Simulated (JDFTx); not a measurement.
The system is TiC.

```
Ti C
1.0
     0.00000    2.16572    2.16572
     2.16572    0.00000    2.16572
     2.16572    2.16572    0.00000
Ti C
1 1
Direct
  0.00000 0.00000 0.00000
  0.50000 0.50000 0.50000
```

The cell is a database's computed one.

Base run:

| Property | Result |
| --- | --- |
| Program | JDFTx 1.7.0 (patched build) |
| Functional | r2SCAN |
| Potentials or basis | SG15-PBE-1.2 with smoothed tails |
| Cutoff | 1361 eV |
| Density cutoff | 10885 eV |
| k mesh | 9 × 9 × 9 |
| Occupations | fermi-dirac, width 0.05 eV |
| Spin | no spin polarisation |

Its results: band gap on the k mesh none (metal or under the smearing width); pressure -0.8 GPa.

Problem. The run is repeated on the same cell with these changes: functional from r2SCAN to LDA. What comes out?

Solution. Band gap on the k mesh none (metal or under the smearing width); pressure -10.3 GPa.

Caveats: the potentials were made for another functional, which shifts forces and pressure.
